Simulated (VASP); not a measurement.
GaN:

```
Ga N
1.0
     0.00000    2.25350    2.25350
     2.25350    0.00000    2.25350
     2.25350    2.25350    0.00000
Ga N
1 1
Direct
  0.00000 0.00000 0.00000
  0.75000 0.75000 0.75000
```

The cell is a database's computed one.

```yaml
Program: VASP 6.6.1
Task: relaxation of cell and atoms
Functional: LDA
Potentials_or_basis: VASP PAW LDA potentials, release 64 (Ga_d, N)
Cutoff: 600 eV
k_mesh: 10 × 10 × 10
Occupations: gaussian, width 0.03 eV
Spin: no spin polarisation
```

At the start: pressure -5.6 GPa; volume 11.44 Å³/atom.

**Question.** How do energy, volume and symmetry change on relaxing?

**Answer.** Over 3 steps the energy falls by 6.0 meV/atom and the volume is 11.11 Å³/atom (-2.9 %); space group F-43m (No. 216, to 0.05 Å).

Step by step:
```tsv
step	energy change (eV)	largest force (eV/Å)	pressure (GPa)	volume (Å³)
1	0.0000	0.0000	-5.60	22.89
2	-0.0003	0.0000	6.11	21.59
3	-0.0120	0.0000	0.04	22.22
```

Final structure:
```xyz
2
Lattice="0.0000 2.2314 2.2314 2.2314 0.0000 2.2314 2.2314 2.2314 0.0000" Properties=species:S:1:pos:R:3 pbc="T T T"
Ga    0.0000    0.0000    0.0000
N     3.3471    3.3471    3.3471
```
